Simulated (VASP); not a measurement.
Write the native input for VASP 6.6.1 that does the following.

```yaml
Task: relaxation of cell and atoms
Functional: PBE
Potentials_or_basis: VASP PAW PBE potentials, release 64 (Cd, Se)
Cutoff: 600 eV
k_mesh: 8 × 8 × 8
Occupations: gaussian, width 0.03 eV
Spin: no spin polarisation
Further_INCAR_settings: ALGO = Normal; EDIFF = 1e-06; IBRION = 2; EDIFFG = -0.01; NSW = 90; ISIF = 3
```

The structure of CdSe lies in POSCAR:

```
CdSe
1.0
    0.0000000000      3.0702711986      3.0702711986
    3.0702711986      0.0000000000      3.0702711986
    3.0702711986      3.0702711986      0.0000000000
Cd Se
1 1
Direct
    0.0000000000      0.0000000000      0.0000000000
    0.7500000000      0.7500000000      0.7500000000
```

Measurements of this composition are mostly on another form, of space group No. 186.

These files were run (other wordings do the same):

INCAR

```
SYSTEM = CdSe
  PREC = Accurate
  ENCUT = 600
  EDIFF = 1E-6
  ISMEAR = 0
  SIGMA = 0.03
  LREAL = .FALSE.
  LASPH = .TRUE.
  NELM = 80
  ALGO = Normal
  ISIF = 3
  LWAVE = .FALSE.
  LCHARG = .FALSE.
  GGA = PE
  IBRION = 2
  NSW = 90
  EDIFFG = -0.01
```

KPOINTS

```
regular mesh
0
G
  8 8 8
  0 0 0
```

Potentials or basis: VASP PAW PBE potentials, release 64 (Cd, Se).

The run is started by

```sh
$ cat potpaw_PBE.64/Cd/POTCAR potpaw_PBE.64/Se/POTCAR > POTCAR
$ mpirun -np 1 vasp_std > vasp.out
```

Results of the run:

```yaml
Relaxed_volume: 29.87 Å³/atom
Relaxed_cell: a = 4.388 Å, b = 4.388 Å, c = 4.388 Å, α = 60.00°, β = 60.00°, γ = 60.00°
Space_group_after_relaxing_to_0.05_Å: F-43m (No. 216)
Energy_gained_by_relaxing: 4.3 meV/atom
Ionic_steps: 3
Pressure_after_relaxing: 0.0 GPa
Band_gap_on_the_k_mesh: 0.48 eV, direct
```

It took 24 s on 1 thread of Intel(R) Xeon(R) 6975P-C (Granite Rapids), on a shared host, peak memory 0.22 GiB.
